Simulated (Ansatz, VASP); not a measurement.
**Two plane-wave programs on Fe**

INCAR

```
PREC     = Accurate       # precision mode
ENCUT    = 520            # plane-wave cutoff, eV
EDIFF    = 1E-7           # SCF threshold, eV
ISMEAR   = 1              # smearing method
SIGMA    = 0.03           # smearing width, eV
LREAL    = False          # projectors in reciprocal space
LASPH    = True           # aspherical terms in the spheres
NELM     = 100            # most SCF steps
ALGO     = Normal         # electronic algorithm
ISIF     = 2              # what is computed and relaxed
LWAVE    = False          # write WAVECAR
LCHARG   = False          # write CHGCAR
GGA      = PE             # functional
NBANDS   = 10             # bands
```

File KPOINTS:

```
regular mesh
0
Gamma
  16 16 16
```

File POSCAR:

```
Fe
1.0
   -1.3807996972      1.3807996972      1.3807996972
    1.3807996972     -1.3807996972      1.3807996972
    1.3807996972      1.3807996972     -1.3807996972
Fe
1
Direct
    0.0000000000      0.0000000000      0.0000000000
```

Input for Ansatz:

```yaml
crystal:
  lattice:
    - [-1.3807996972, 1.3807996972, 1.3807996972]
    - [1.3807996972, -1.3807996972, 1.3807996972]
    - [1.3807996972, 1.3807996972, -1.3807996972]
  atoms:
    - { symbol: Fe, position: [0.0, 0.0, 0.0] }
hamiltonian:
  xc: pbe
  pseudopotentials:
    kind: paw
    azcp:
      Fe: "pseudopotentials/Fe.paw.azcp"
basis:
  ecutwfc: 420
  fft_grid_basis: typed
kpoints:
  mp_grid: { grid: [16, 16, 16], shift: [0, 0, 0] }
magnetization:
  spin_polarized: false
scf:
  occupations: { method: methfessel_paxton, width: 0.03 }
  lower_state_search: "off"
output:
  stress: true
```

Alike in both runs: task single point; functional PBE; k mesh 16 × 16 × 16; occupations methfessel-paxton of order 1, width 0.03 eV; no spin polarisation.

|  | VASP | Ansatz |
| --- | --- | --- |
| version | VASP 6.6.1 | Ansatz 0.2.0 |
| potentials or method | VASP PAW PBE potentials, release 64 (Fe) | plane waves (420 eV) with PAW, scalar-relativistic |
| plane-wave cutoff (eV) | 520 | 420 |
| valence electrons in the cell | 8 | 16 |

|  | VASP | Ansatz | Ansatz less VASP |
| --- | --- | --- | --- |
| pressure (GPa) | -1.7 | -1.1 | +0.57 |

The two sets of potentials don't hold the same shells in valence.

Caveats: the run has no spin polarisation, though such a crystal can be magnetic. Spin polarisation is off, so any magnetic state and its effect on volume and gap are missing.
